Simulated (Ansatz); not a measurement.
# Honeycomb MgO monolayer in a perpendicular field

What dipole does a perpendicular field induce in the honeycomb MgO monolayer, and does the gap follow? A positive field points along +c.

Calculated with Ansatz 0.2.0; plane-wave DFT, PBE-D3(BJ), Ansatz PAW.

**1. Set-up**

The cell holds 2 atoms: 1 O and 1 Mg. Cell: a = 3.300 Å, b = 3.300 Å, c = 31.000 Å, α = 90.0°, β = 90.0°, γ = 120.0°. Vacuum lies along c.

**2. Relaxing the slab**

The starting cell is a guess, so the in-plane lattice and the atoms are relaxed first, with the slab cut off from its images along the normal.

input.yaml

```yaml
crystal:
  lattice:
    - [3.3, 0.0, 0.0]
    - [-1.65, 2.8578838325, 0.0]
    - [0.0, 0.0, 31.0]
  atoms:
    - { symbol: O, position: [0.6666666667, 0.3333333333, 0.5] }
    - { symbol: Mg, position: [0.3333333333, 0.6666666667, 0.5] }
  periodic: [true, true, false]
kpoints:
  mp_grid: { grid: [12, 12, 1] }
hamiltonian:
  xc: pbe
  dispersion: d3bj
scf:
  occupations: { method: fermi_dirac, width: 0.05 }
  convergence: { dr2_threshold: 1.0e-09 }
relax:
  f_tol: 0.004
  max_steps: 90
  cell: {}
output:
  write_potential: true
  write_density: true
  volumetric_format: npy
```

Started as:

```bash
$ ansatz run input.yaml --threads 2 --pin off --max-ram 3072MiB --backend cpu --events-out ev --progress --plain --runs-dir out
```

Numbers of over 12 decimals in the logs are rounded to 6 here.

The program printed:

```text
Warning: relax.cell: scf.convergence.dr2_threshold = 1e-9 eV is looser than the 2e-10 eV advised for a relaxation that steers and ends on the stress (1e-10 eV for each atom of the cell: 2). What an SCF threshold leaves in a stress goes as its square root, and in the free energy as the threshold itself, and one threshold admits the most on a small cell: [figures from the program's tests cut] Set scf.convergence.dr2_threshold to 2e-10 eV or tighter. The threshold is an SCF's pass mark: one that does not reach it within its budget of iterations ends unconverged, or closes short of it on a stop that the run arms, and scf.convergence.dr2_threshold's page says what that costs each kind of run
Engine: ansatz 0.2.0, x86_64-unknown-linux-gnu
Pseudopotentials: kind: paw
Pseudopotential: O, paw, valence charge 6, recommended cutoff 420 eV (normal), O.paw.azcp
Pseudopotential: Mg, paw, valence charge 10, recommended cutoff 420 eV (normal), Mg.paw.azcp
Functional definition: PBE
  parameter kappa = 0.804
  parameter beta = 0.066725
  exchange = pbe_x(kappa = kappa, mu = beta*pi^2/3)
  correlation = pbe_c(beta = beta)
Crystal: 2 atoms, lattice volume = 292.362 Å³
Basis set: ecut = 420 eV, 5827 PW (Γ), exchange–correlation on 48×48×432 points (8 copies of the dense FFT grid, shifted against one another)
Bands: 12, of which v1, the nominal top of the filled ones, is band 8 counted from 1 (7 counted from 0)
Symmetry: 12 space group operations
Space group: P-6m2 (ITA 187), of the structure as read, at distance tolerance 6.6e-5 Å
k-points: 19 of 144 (time reversal used)
Non-local potential: O, projectors of the file, l = 0: 2, l = 1: 2, l = 2: 1
Non-local potential: Mg, projectors of the file, l = 0: 3, l = 1: 2, l = 2: 1
PAW form: soft (Blöchl's): semilocal exchange-correlation on the pseudo side does not see the compensation charge
PAW one-centre angular grid: O, 110 points (default); XC on 64 Gauss nodes
PAW one-centre angular grid: Mg, 110 points (default); XC on 64 Gauss nodes
Initial density: superposition of atomic densities (neutral atoms: chi_scale 0, normalization atom), corrected by the library's trained network
Initial wavefunctions: pseudopotential atomic-orbital guess
Functional: x = pbe(κ = 0.804, μ = 0.219515), c = pbe(β = 0.066725)
SCF iter   1: F=—  HF=-2493.386680 eV  |F-HF|=—  |Δ(HF+E_count)|=         —  Δρ=7.14e-4  dr2=2.78e-3  ethr=1.77e-3  ⟨swp⟩=6.3  Hψ=1519  notcnv=0
preconditioner: auto → none  [insulator: Δε(μ)=3.391 eV  Ē_g=11.512 eV  σ=0.050 eV  W_gap=1.00  n_scr=16 (ndim 8)  ℏωp=6.1 eV  f_vac=0.858  D(μ)=0.00/eV (n_scr^D=0)  ε∞_Penn≈1.3]
SCF iter   2: F=—  HF=-2493.386294 eV  |F-HF|=—  |Δ(HF+E_count)|=   3.86e-4  Δρ=4.55e-4  dr2=6.53e-4  ethr=1.74e-5  ⟨swp⟩=3.2  Hψ=588  notcnv=0
SCF iter   3: F=—  HF=-2493.387188 eV  |F-HF|=—  |Δ(HF+E_count)|=   8.94e-4  Δρ=4.03e-4  dr2=4.57e-4  ethr=4.08e-6  ⟨swp⟩=2.2  Hψ=377  notcnv=0
SCF iter   4: F=—  HF=-2493.387417 eV  |F-HF|=—  |Δ(HF+E_count)|=   2.29e-4  Δρ=3.59e-5  dr2=5.57e-6  ethr=2.85e-6  ⟨swp⟩=2.8  Hψ=375  notcnv=0
SCF iter   5: F=—  HF=-2493.387487 eV  |F-HF|=—  |Δ(HF+E_count)|=   6.98e-5  Δρ=1.64e-5  dr2=5.57e-7  ethr=3.48e-8  ⟨swp⟩=3.4  Hψ=487  notcnv=0
SCF iter   6: F=—  HF=-2493.387487 eV  |F-HF|=—  |Δ(HF+E_count)|=   3.46e-7  Δρ=5.27e-6  dr2=5.78e-8  ethr=3.48e-9  ⟨swp⟩=2.2  Hψ=346  notcnv=0
SCF iter   7: F=-2493.387487 eV  HF=-2493.387487 eV  |F-HF|=2.28e-9  |Δ(HF+E_count)|=   3.45e-8  Δρ=5.84e-7  dr2=8.33e-10  ethr=6.25e-12  ⟨swp⟩=9.1  Hψ=1592  notcnv=0
SCF 1 converged in 7 iterations: F = -2493.387487 eV  dr2 = 8.33e-10
  greatest PAW one-centre occupation: 1.000 electrons in one spin orbital (limit 2), on the Mg atom at site 1 (counted from 0), in its partial waves of l = 1
relax step   1: F+E_penalty+E_count = -2493.38748685 eV  Δ(F+E_penalty+E_count) = +0.000e0 eV  max|allowed force component| = 6.245e-17 eV/Å  Δτ_max = 0.0000 Å  P = -0.222 N/m  Ω = 292.362 Å³  fix = [c, alpha, beta]  reactions: c -0.000 N/m  (7 SCF iters, accepted)
Crystal: 2 atoms, lattice volume = 291.990 Å³
Initial density: handed on by an earlier stage of this run
Initial wavefunctions: those handed on with the density
iter 1 solved again at ethr=2.62e-7 eV; its pass at ethr=3.10e-3 eV (dr2=4.19e-5 eV) is discarded
SCF iter   1: F=—  HF=-2493.387687 eV  |F-HF|=—  |Δ(HF+E_count)|=         —  Δρ=1.02e-4  dr2=3.63e-5  ethr=2.62e-7  ⟨swp⟩=2.4  Hψ=1526  notcnv=0
preconditioner: auto → none  [insulator: Δε(μ)=3.391 eV  Ē_g=11.696 eV  σ=0.050 eV  W_gap=1.00  n_scr=16 (ndim 8)  ℏωp=6.1 eV  f_vac=0.860  D(μ)=0.00/eV (n_scr^D=0)  ε∞_Penn≈1.3]
SCF iter   2: F=—  HF=-2493.387724 eV  |F-HF|=—  |Δ(HF+E_count)|=   3.62e-5  Δρ=9.65e-5  dr2=1.99e-5  ethr=2.27e-7  ⟨swp⟩=2.0  Hψ=304  notcnv=0
SCF iter   3: F=—  HF=-2493.387718 eV  |F-HF|=—  |Δ(HF+E_count)|=   6.08e-6  Δρ=1.27e-5  dr2=4.54e-7  ethr=1.25e-7  ⟨swp⟩=2.1  Hψ=314  notcnv=0
SCF iter   4: F=—  HF=-2493.387715 eV  |F-HF|=—  |Δ(HF+E_count)|=   2.74e-6  Δρ=4.53e-6  dr2=4.01e-8  ethr=2.84e-9  ⟨swp⟩=2.5  Hψ=328  notcnv=0
SCF iter   5: F=-2493.387715 eV  HF=-2493.387715 eV  |F-HF|=2.77e-11  |Δ(HF+E_count)|=   7.99e-9  Δρ=4.93e-7  dr2=3.81e-10  ethr=6.25e-12  ⟨swp⟩=7.7  Hψ=1487  notcnv=0
SCF 2 converged in 5 iterations: F = -2493.387715 eV  dr2 = 3.81e-10
relax step   2: F+E_penalty+E_count = -2493.38771479 eV  Δ(F+E_penalty+E_count) = -2.279e-4 eV  max|allowed force component| = 1.041e-16 eV/Å  Δτ_max = 0.0000 Å  P = -0.140 N/m  Ω = 291.990 Å³  energy of the carried Pulay correction = +9.291e-5 eV  fix = [c, alpha, beta]  reactions: c -0.000 N/m  (5 SCF iters, accepted)
Crystal: 2 atoms, lattice volume = 291.361 Å³
Basis set: ecut = 420 eV, 5803 PW (Γ), exchange–correlation on 48×48×432 points (8 copies of the dense FFT grid, shifted against one another)
iter 1 solved again at ethr=7.59e-7 eV; its pass at ethr=3.10e-3 eV (dr2=1.21e-4 eV) is discarded
SCF iter   1: F=—  HF=-2493.387951 eV  |F-HF|=—  |Δ(HF+E_count)|=         —  Δρ=1.74e-4  dr2=1.05e-4  ethr=7.59e-7  ⟨swp⟩=2.6  Hψ=1562  notcnv=0
preconditioner: auto → none  [insulator: Δε(μ)=3.404 eV  Ē_g=11.712 eV  σ=0.050 eV  W_gap=1.00  n_scr=16 (ndim 8)  ℏωp=6.2 eV  f_vac=0.860  D(μ)=0.00/eV (n_scr^D=0)  ε∞_Penn≈1.3]
SCF iter   2: F=—  HF=-2493.387940 eV  |F-HF|=—  |Δ(HF+E_count)|=   1.09e-5  Δρ=1.64e-4  dr2=5.76e-5  ethr=6.58e-7  ⟨swp⟩=2.0  Hψ=304  notcnv=0
SCF iter   3: F=—  HF=-2493.387966 eV  |F-HF|=—  |Δ(HF+E_count)|=   2.55e-5  Δρ=2.16e-5  dr2=1.33e-6  ethr=3.60e-7  ⟨swp⟩=2.0  Hψ=311  notcnv=0
SCF iter   4: F=—  HF=-2493.387961 eV  |F-HF|=—  |Δ(HF+E_count)|=   4.98e-6  Δρ=9.03e-6  dr2=1.64e-7  ethr=8.31e-9  ⟨swp⟩=2.8  Hψ=331  notcnv=0
SCF iter   5: F=—  HF=-2493.387961 eV  |F-HF|=—  |Δ(HF+E_count)|=   3.60e-8  Δρ=9.67e-7  dr2=1.45e-9  ethr=1.02e-9  ⟨swp⟩=2.1  Hψ=312  notcnv=0
SCF iter   6: F=-2493.387961 eV  HF=-2493.387961 eV  |F-HF|=2.31e-10  |Δ(HF+E_count)|=  5.98e-10  Δρ=3.73e-7  dr2=2.78e-10  ethr=6.25e-12  ⟨swp⟩=8.9  Hψ=1244  notcnv=0
SCF 3 converged in 6 iterations: F = -2493.387961 eV  dr2 = 2.78e-10
relax step   3: F+E_penalty+E_count = -2493.38796071 eV  Δ(F+E_penalty+E_count) = -2.459e-4 eV  max|allowed force component| = 8.095e-17 eV/Å  Δτ_max = 0.0000 Å  P = +0.001 N/m  Ω = 291.361 Å³  energy of the carried Pulay correction = +2.507e-4 eV  fix = [c, alpha, beta]  reactions: c +0.000 N/m  (6 SCF iters, accepted)
Initial wavefunctions: pseudopotential atomic-orbital guess (no wavefunctions were taken with the density)
iter 1 solved again at ethr=6.12e-8 eV; its pass at ethr=3.10e-3 eV (dr2=9.79e-6 eV) is discarded
SCF iter   1: F=—  HF=-2493.387689 eV  |F-HF|=—  |Δ(HF+E_count)|=         —  Δρ=7.82e-6  dr2=2.32e-8  ethr=6.12e-8  ⟨swp⟩=5.9  Hψ=2540  notcnv=0
preconditioner: auto → none  [insulator: Δε(μ)=3.394 eV  Ē_g=11.695 eV  σ=0.050 eV  W_gap=1.00  n_scr=16 (ndim 8)  ℏωp=6.2 eV  f_vac=0.860  D(μ)=0.00/eV (n_scr^D=0)  ε∞_Penn≈1.3]
SCF iter   2: F=—  HF=-2493.387725 eV  |F-HF|=—  |Δ(HF+E_count)|=   3.58e-5  Δρ=3.44e-6  dr2=8.81e-9  ethr=1.45e-10  ⟨swp⟩=3.4  Hψ=474  notcnv=0
SCF iter   3: F=—  HF=-2493.387725 eV  |F-HF|=—  |Δ(HF+E_count)|=   1.10e-8  Δρ=1.82e-6  dr2=2.60e-9  ethr=5.51e-11  ⟨swp⟩=2.2  Hψ=317  notcnv=0
SCF iter   4: F=-2493.387725 eV  HF=-2493.387725 eV  |F-HF|=2.71e-10  |Δ(HF+E_count)|=   2.81e-9  Δρ=4.93e-7  dr2=4.04e-10  ethr=6.25e-12  ⟨swp⟩=12.6  Hψ=1554  notcnv=0
SCF 4 converged in 4 iterations: F = -2493.387725 eV  dr2 = 4.04e-10
relax step   4: F+E_penalty+E_count = -2493.38772495 eV  Δ(F+E_penalty+E_count) = +2.358e-4 eV  max|allowed force component| = 8.327e-17 eV/Å  Δτ_max = 0.0000 Å  P = -0.004 N/m  Ω = 291.361 Å³  fix = [c, alpha, beta]  reactions: c -0.000 N/m  stress off target by 4.47e-3 N/m on what of the cell is left free  SCF on the basis re-selected at this cell (its energy is not comparable with the rows above)  (4 SCF iters)
basis re-selected at this cell: Δ(F+E_penalty+E_count) = +2.358e-4 eV, ΔP = -0.005 N/m vs the last step (what re-selecting the basis moved, of the pressure what is left beyond the Pulay correction that the steps carried, after the strain that the cell walked since its last selection, with what the two solves' SCF thresholds leave and, on support functions, any second-order correction that the steps lacked; it is no m [...]
WARN: The output density's exchange-correlation potential varies sharply where the density is thin. Do not read a vacuum level from v_tot or v_xc, or from such a field of the output density. On a cell that repeats whose density bears no net charge and no dipole along the vacuum's axis use v_es (v_loc + v_h of the components); under efield.dipole_correction with no amplitude use v_es + v_field, which holds any externa [...]
SCF converged after 4 iterations
Free energy (F): -2493.387725 eV
Harris-Foulkes:  -2493.387725 eV  (|F-HF|=2.71e-10)
Internal energy: -2493.387725 eV  (E = F + TS)
E sigma→0 (E₀):  -2493.387725 eV
Fermi energy:    -3.780316 eV
--- Per-component energies (eV) ---
  E_band       = -500.792358
  E_kinetic    = 252.445371
  E_local      = -19754.156496  (includes V_loc(G=0)·N_el)
  E_nonlocal   = 143.182405
  E_hartree    = 9526.210165
  E_xc         = -103.660912
  E_vxc        = -132.611374  (∫ρ·V_xc dr)
  E_paw        = -449.795353  (= ΣΔE_a)
  E_vpaw       = -62.074744  (= ΣTr[D̂ρ^β])
  E_aug_tail   = 0.002468  (compensation charges beyond the density's cutoff)
  E_ewald      = 7892.545017
  E_disp       = -0.160389  (pairwise vdW)
  E_smearing   = -0.000000  (= −TS)
  E_closure    = -0.000000  (closes the sum)
  Σ components = -2493.387725   (vs F -2493.387725, Δ=0.00e0)
--- Forces (eV/Å), atoms counted from 1 ---
  atom   1  O      0.00000000    -0.00000000     0.00000000
  atom   2  Mg     0.00000000     0.00000000    -0.00000000
  max |Σ_I F_I| component: 1.30e-16 eV/Å
--- 2D stress c σ (N/m, compression-positive) ---
       -0.004473       0.000000       0.000000
        0.000000      -0.004473       0.000000
        0.000000       0.000000       0.000000
  P = ½ c Tr σ = -0.0045 N/m
--- Band table (eV; the first three rows and the last of 19) ---
  k-point 0: bands = [... 4 lower, -20.8827, -6.4926, -5.8616, -5.8616, -2.1484, -0.5247 (-0.5249°), 0.0945, 0.2705]
  k-point 1: bands = [... 4 lower, -20.8543, -6.4422, -6.0522, -5.8772, -1.9358, -0.4221 (-0.4222°), 0.2285, 0.3938]
  k-point 2: bands = [... 4 lower, -20.7758, -6.5019, -6.3007, -5.9195, -1.3900 (-1.3900°), -0.1210 (-0.1211°), 0.6257, 0.7639]
  k-point 18: bands = [... 4 lower, -20.3861, -7.2032, -7.1247, -5.5421, 3.1404, 3.4898, 3.6407, 3.9266]
  ° read free of the cell's end (the report's vacuum.weakly_bound_levels)
--- Relaxed structure (3 steps of the walk, 3 accepted, 1 SCFs on fresh bases) ---
  F+E_penalty+E_count = -2493.38772495 eV   max|allowed force component| = 8.327e-17 eV/Å   (the final SCF, on the basis selected at the relaxed cell)
  cell:  # Å, volume = 291.3605 Å³
    - [3.294346, 0, 0.0]
    - [-1.647173, 2.852987, 0.0]
    - [0.0, 0.0, 31.0]
  atoms:
    - { symbol: O, position: [0.666667, 0.333333, 0.500000] }
    - { symbol: Mg, position: [0.333333, 0.666667, 0.500000] }
```

The job ended after 4.4 s (2 threads of AMD EPYC 9R45, shared host; peak memory 0.53 GiB; 8.3 s of CPU time).

Step by step:

| step | energy less that of the first step (eV) | largest force component (eV/Å) | volume (Å³) |
| --- | --- | --- | --- |
| 1 | 0.0000 | 0.0000 | 292.36 |
| 2 | -0.0002 | 0.0000 | 291.99 |
| 3 | -0.0005 | 0.0000 | 291.36 |
| 4* | -0.0002 | 0.0000 | 291.36 |

Relaxation steps marked * repeat the geometry before them on a plane-wave basis chosen anew for their cell, so energy and pressure can jump there.

Forces are held to the 12 operations that the run works with; a distortion that breaks them can't arise in this run.

```
cell as run  before  after  change
      a (Å)   3.300  3.294  -0.2 %
      b (Å)   3.300  3.294  -0.2 %
```

The relaxed structure:

```cif
data_structure
_symmetry_space_group_name_H-M 'P 1'
_symmetry_Int_Tables_number 1
_cell_length_a 3.2943
_cell_length_b 3.2943
_cell_length_c 31.0000
_cell_angle_alpha 90.000
_cell_angle_beta 90.000
_cell_angle_gamma 120.000
_cell_volume 291.36
loop_
_atom_site_label
_atom_site_type_symbol
_atom_site_fract_x
_atom_site_fract_y
_atom_site_fract_z
_atom_site_occupancy
O1 O 0.66667 0.33333 0.50000 1
Mg2 Mg 0.33333 0.66667 0.50000 1
```

This step gave:

- gap on the k-mesh: 3.394 eV

The lattice constant a goes from 3.300 to 3.294 Å.

(Part 1 of 2 ends here.)

[Logs are printed without paths, hosts, clocks, repeated set-up lines and the standing remarks that a program may print on its own settings, such as how far it seeks lower states.]

[Hosts, paths, dates, database ids (printed as entryN), source tags and the programs' standing remarks are cut or masked in the printed files.]

[Maps of the electrostatic potential energy from Ansatz leave out the sawtooth potential of an applied field or a dipole correction, so their vacuum need not be flat; planar profiles and work functions include it.]
